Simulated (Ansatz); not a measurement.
# V in Ansatz: convergence with k mesh

Crystal: V.

```
V
1.0
    -1.51435    1.51435    1.51435
     1.51435   -1.51435    1.51435
     1.51435    1.51435   -1.51435
V
1
Direct
  0.00000 0.00000 0.00000
```

```yaml
Program: Ansatz 0.2.0
Task: convergence study
Functional: PBE
Potentials_or_basis: Ansatz PAW
Cutoff: "420 eV (not typed: the program's choice for these potentials)"
k_mesh: 4 × 4 × 4
Occupations: methfessel-paxton, width 0.1 eV
Spin: collinear spin, ferromagnetic start
Starting_moments: "[2.0] μB"
```

These are the settings of the first run; the series varies k mesh, with any setting tied to it.

Hardware: 2 threads of Arm Neoverse V2 (shared host).

Question: The values tried are 4 × 4 × 4, 5 × 5 × 5, 6 × 6 × 6, 7 × 7 × 7, 9 × 9 × 9, 11 × 11 × 11, 14 × 14 × 14, 17 × 17 × 17, 20 × 20 × 20, loosest first. From which on does the absolute moment stay within 0.02 μB of the tightest run that finished?

Answer: From 11 × 11 × 11 on.

| k mesh | energy less the tightest run, at zero smearing (meV/atom) | pressure (GPa) | absolute moment (μB) | SCF cycles | CPU time (s) | peak memory (GiB) |
| --- | --- | --- | --- | --- | --- | --- |
| 4 × 4 × 4 | -100.62 | -6.32 | 0.14 | 27 | 1.3 | 0.25 |
| 5 × 5 × 5 | 37.31 | -3.56 | 0.21 | 12 | 0.83 | 0.25 |
| 6 × 6 × 6 | 36.00 | -4.35 | 0.63 | 12 | 0.98 | 0.25 |
| 7 × 7 × 7 | -8.51 | -5.13 | 0.00 | 13 | 1.1 | 0.26 |
| 9 × 9 × 9 | 5.92 | -5.35 | 0.29 | 13 | 1.5 | 0.26 |
| 11 × 11 × 11 | 2.03 | -5.37 | 0.00 | 13 | 2 | 0.27 |
| 14 × 14 × 14 | -5.73 | -5.78 | 0.00 | 12 | 3 | 0.29 |
| 17 × 17 × 17 | 2.43 | -5.29 | 0.00 | 14 | 5.1 | 0.31 |
| 20 × 20 × 20 | 0.00 | -5.49 | 0.00 | 13 | 6.6 | 0.35 |

Not settled before the last step: the energy (to 1 meV/atom), the pressure (to 0.1 GPa). Meshes of other sizes hit other points, so gaps and Fermi surfaces needn't settle smoothly. The tightest run that finished is the yardstick and may itself not be fully converged.

Caveat, for the tightest run too: the starting moments weren't kept.
